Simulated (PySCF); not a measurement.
1,3-cyclohexadiene, C6H8.
SMILES with atom numbers: `[CH:1]1=[CH:2][CH2:3][CH2:4][CH:5]=[CH:6]1` (hydrogens: H7 on C1; H8 on C2; H9, H10 on C3; H11, H12 on C4; H13 on C5; H14 on C6)

Level of theory: PySCF 2.14.0, PBE0-D3(BJ)/def2-TZVP geometry optimisation, gas phase.

Give the optimised bond lengths and angles.

```json
{"bond": "C1=C2, C5=C6", "length (Å)": "1.336"}
{"bond": "C2–C3, C4–C5", "length (Å)": "1.499"}
{"bond": "C3–C4", "length (Å)": "1.523"}
{"bond": "C1–C6", "length (Å)": "1.457"}
{"bond": "C1–H7, C6–H14", "length (Å)": "1.085"}
{"bond": "C2–H8, C5–H13", "length (Å)": "1.085"}
{"bond": "C3–H9 and 3 like bonds", "length (Å)": "1.097"}
```

Bonds in one row agree within 0.01 Å and their mean is given. A selection of angles:
```json
{"angle": "C2–C1–C6", "degrees": "120.4"}
{"angle": "C2–C1–H7", "degrees": "120.7"}
{"angle": "C6–C1–H7", "degrees": "118.9"}
{"angle": "C1–C2–C3", "degrees": "120.1"}
{"angle": "C1–C2–H8", "degrees": "120.7"}
{"angle": "C3–C2–H8", "degrees": "119.1"}
{"angle": "C2–C3–C4", "degrees": "111.4"}
{"angle": "C2–C3–H9", "degrees": "108.2"}
{"angle": "C2–C3–H10", "degrees": "111.1"}
{"angle": "C4–C3–H9", "degrees": "109.4"}
{"angle": "H9–C3–H10", "degrees": "106.2"}
```

Dihedral angles: C6–C1–C2–C3 2° (synperiplanar); C1–C2–C3–C4 -32° (synclinal); C2–C3–C4–C5 45° (synclinal); C3–C4–C5–C6 -32° (synclinal); C4–C5–C6–C1 1° (synperiplanar); C2–C1–C6–C5 16° (synperiplanar). The mirror-image conformer, all signs reversed, is as good.

The 6-membered ring C1–C2–C3–C4–C5–C6 has internal angles of 111.3° to 120.4° (sum 704°, against 720° for a flat polygon); it is puckered, 0.17 Å rms from its mean plane, widest ring torsion 45°. The 6 C–C bonds span 1.336 Å (C1=C2, drawn double) to 1.523 Å (C3–C4, drawn single), a spread of 0.187 Å.

Point group: C2 (every atom within 0.08 Å of its image). Not checked by PBE0-D3(BJ)/def2-TZVP frequencies. The numbers are those of one conformer.
